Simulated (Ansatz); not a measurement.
Crystal: Ni.

```
Ni
1.0
     0.00000    1.73757    1.73757
     1.73757    0.00000    1.73757
     1.73757    1.73757    0.00000
Ni
1
Direct
  0.00000 0.00000 0.00000
```

Below is the output of Ansatz 0.2.0 for this cell. Logs are shortened: lines on timing, memory, paths and dates and some standing lists are left out, and cuts for length are marked.

```text
Warning: RAYON_NUM_THREADS=2 ignored (pool sized by the plan → 2); use --threads N
scf.n_extra_bands = 6 over 9 filled bands (N_el = 18.0): the run solves 15 bands
Engine: ansatz 0.2.0, aarch64-unknown-linux-gnu
Pseudopotentials: kind: paw
Pseudopotential: Ni, paw, valence charge 18, recommended cutoff 420 eV (normal), Ni.paw.azcp
Functional definition: RPBE
  parameter kappa = 0.804
  parameter beta = 0.06672455060314922
  exchange = rpbe_x(kappa = kappa, mu = beta*pi^2/3)
  correlation = pbe_c(beta = beta)
Crystal: 1 atoms, lattice volume = 10.492 Å³
Basis set: ecut = 420 eV, 181 PW (Γ), exchange–correlation on 36×36×36 points (8 copies of the dense FFT grid, shifted against one another)
Bands: 15, of which v1, the nominal top of the filled ones, is band 9 counted from 1 (8 counted from 0)
Symmetry: 48 space group operations
Space group: Fm-3m (ITA 225), of the structure as read, at distance tolerance 2.2e-5 Å
Magnetic group: BNS 225.116 (UNI 1618), of the structure as read, at distance tolerance 2.2e-5 Å
k-points: 84 of 2197
Non-local potential: Ni, projectors of the file, l = 0: 3, l = 1: 2, l = 2: 3, l = 3: 1
PAW form: soft (Blöchl's): semilocal exchange-correlation on the pseudo side does not see the compensation charge
PAW frozen core: Ni, regenerated for the run's functional, and the local potential with it (the file was generated under x = pbe(κ = 0.804, μ = 0.2195149727645171), c = pbe(β = 0.06672455060314922))
PAW one-centre angular grid: Ni, 590 points (default); XC on 64 Gauss nodes
Initial density: superposition of atomic densities (chi_scale 0.1, normalization cell)
Starting moments: Σ|m| = 1 μB on 1 of 1 site
Initial wavefunctions: pseudopotential atomic-orbital guess
Functional: x = rpbe, c = pbe(β = 0.06672455060314922)
SCF iter   1: F=—  HF=-5843.932044 eV  |F-HF|=—  |Δ(HF+E_count)|=         —  Δρ=6.48e-2 (↑4.11e-2 ↓6.48e-2)  dr2=7.03e-1  dr2_m=1.82e-2  M=0.886 μB ∫|m|=0.944 μB  β_m=0.30  ethr=3.10e-3  ⟨swp⟩=5.7  Hψ=13124  notcnv=0
Mixer restart at iter 1: flushing history
preconditioner: auto → none  [metal: Δε(μ)=0.009 eV  Ē_g=18.938 eV  σ=0.050 eV  W_gap=0.04  n_scr=0 (ndim 8)  ℏωp=36.3 eV  f_vac=0.000  D(μ)=1.87/eV (n_scr^D=26)]
SCF iter   2: F=—  HF=-5843.817825 eV  |F-HF|=—  |Δ(HF+E_count)|=   1.14e-1  Δρ=6.23e-2 (↑2.44e-2 ↓6.23e-2)  dr2=3.16e-1  dr2_m=5.65e-2  M=0.699 μB ∫|m|=0.765 μB  β_m=0.24  ethr=3.10e-3  ⟨swp⟩=2.5  Hψ=5024  notcnv=0  defer=196
SCF iter   3: F=—  HF=-5843.975252 eV  |F-HF|=—  |Δ(HF+E_count)|=   1.57e-1  Δρ=3.26e-2 (↑1.25e-2 ↓3.26e-2)  dr2=3.07e-2  dr2_m=3.72e-2  M=0.705 μB ∫|m|=0.775 μB  β_m=0.19  ethr=1.76e-3  ⟨swp⟩=2.3  Hψ=4021  notcnv=0  defer=195
SCF iter   4: F=—  HF=-5844.150872 eV  |F-HF|=—  |Δ(HF+E_count)|=   1.76e-1  Δρ=2.79e-2 (↑1.02e-2 ↓2.79e-2)  dr2=2.52e-2  dr2_m=2.55e-2  M=0.688 μB ∫|m|=0.761 μB  β_m=0.40  ethr=1.70e-4  ⟨swp⟩=2.0  Hψ=3482  notcnv=0  defer=196
[... 10 lines left out ...]
NSCF: frozen V_eff on 142 k-points
SCF converged after 12 iterations
Magnetization: 0.6316 μB (9.3158 up, 8.6842 down)
Absolute magnetization: 0.7242 μB (∫|ρ↑−ρ↓|, with the PAW one-centre terms)
Spin contamination: 0.0071 ħ² per cell (⟨S²⟩ above its minimum at these occupations)
Per-site moments (μB) at R_I (Å): [(0.6709030466535982, 1.0136359230776613)]
Free energy (F): -5844.717243 eV
Harris-Foulkes:  -5844.717243 eV  (|F-HF|=6.00e-11)
Internal energy: -5844.704817 eV  (E = F + TS)
E sigma→0 (E₀):  -5844.711030 eV
Entropy (-TS):   -0.012426 eV (-12.426 meV/atom)
Fermi energy:    19.182324 eV
--- Per-component energies (eV) ---
  E_band       = -268.804428
  E_kinetic    = 282.602811
  E_local      = -3377.204569  (includes V_loc(G=0)·N_el)
  E_nonlocal   = 635.014231
  E_hartree    = 1412.302051
  E_xc         = -85.177916
  E_vxc        = -109.748340  (∫ρ·V_xc dr)
  E_paw        = -1634.541827  (= ΣΔE_a)
  E_vpaw       = -524.073820  (= ΣTr[D̂ρ^β])
  E_aug_tail   = 0.000574  (compensation charges beyond the density's cutoff)
  E_ewald      = -3077.655828
  E_core_change = -0.044345  (= ΣΔE_core)
  E_smearing   = -0.012426  (= −TS)
  E_closure    = 0.000000  (closes the sum)
  Σ components = -5844.717243   (vs F -5844.717243, Δ=0.00e0)
--- Forces (eV/Å), atoms counted from 1 ---
  atom   1  Ni    -0.00000000     0.00000000     0.00000000
  max |Σ_I F_I| component: 1.56e-31 eV/Å
--- Stress (GPa, compression-positive) ---
       13.937394      -0.000000      -0.000000
       -0.000000      13.937394      -0.000000
       -0.000000       0.000000      13.937394
  P = ⅓ Tr σ = 13.9374 GPa (139.374 kbar)
--- Band table (eV; the first three rows and the last of 168) ---
  k-point 0 ↑: bands = ["-84.7231", "-44.8878", "-44.8878", "-44.8878", "9.7996", "16.6045", "16.6045", "16.6045", "17.8564", "17.8564", "42.9206", "47.2430", "47.2430", "47.2430", "49.8083"]
  k-point 1 ↑: bands = ["-84.7209", "-44.9022", "-44.8898", "-44.8898", "10.0370", "16.5415", "16.6582", "16.6582", "17.8338", "17.8338", "42.1182", "44.9053", "46.6931", "46.6931", "50.5991"]
  k-point 2 ↑: bands = ["-84.7146", "-44.9419", "-44.8955", "-44.8955", "10.7273", "16.3883", "16.7788", "16.7788", "17.8052", "17.8052", "38.7933", "43.8616", "45.8535", "45.8535", "51.1650"]
  k-point 83 ↓: bands = ["-83.8224", "-44.2347", "-44.2134", "-44.1485", "15.5581", "16.3683", "16.6847", "18.3774", "19.5536", "25.8956", "27.9314", "30.0145", "31.1775", "48.7939", "50.1580"]
```

What input gives this log?

Band structure with RPBE, collinear spin, ferromagnetic start. The files as run (others can give the same):

input.yaml
```yaml
crystal:
  lattice:
    - [0.0, 1.737572933, 1.737572933]
    - [1.737572933, 0.0, 1.737572933]
    - [1.737572933, 1.737572933, 0.0]
  atoms:
    - { symbol: Ni, position: [0.0, 0.0, 0.0], spin: 1.0 }
hamiltonian:
  xc: rpbe
  pseudopotentials: { kind: paw }
magnetization:
  spin_polarized: true
kpoints:
  mp_grid: { grid: [13, 13, 13] }
  band_path:
    path:
      - [[0.0, 0.0, 0.0], [0.5, 0.0, 0.5], [0.5, 0.25, 0.75], [0.375, 0.375, 0.75], [0.0, 0.0, 0.0], [0.5, 0.5, 0.5], [0.625, 0.25, 0.625], [0.5, 0.25, 0.75], [0.5, 0.5, 0.5], [0.375, 0.375, 0.75]]
      - [[0.625, 0.25, 0.625], [0.5, 0.0, 0.5]]
    npoints: 14
scf:
  occupations: { method: fermi_dirac, width: 0.05 }
  n_extra_bands: 6
output:
  forces: true
  stress: true
  eigenvalues: true
  fatbands: false
```

Potentials or basis: Ansatz PAW.
Launch:
```console
$ ansatz run input.yaml --threads 2 --pin off --max-ram 5632MiB --backend cpu --events-out ev --progress --plain --runs-dir out
```

Caveat: the PAW data sets come from PBE, with cores solved anew for the run's functional, which leaves a small shift of forces and pressure.
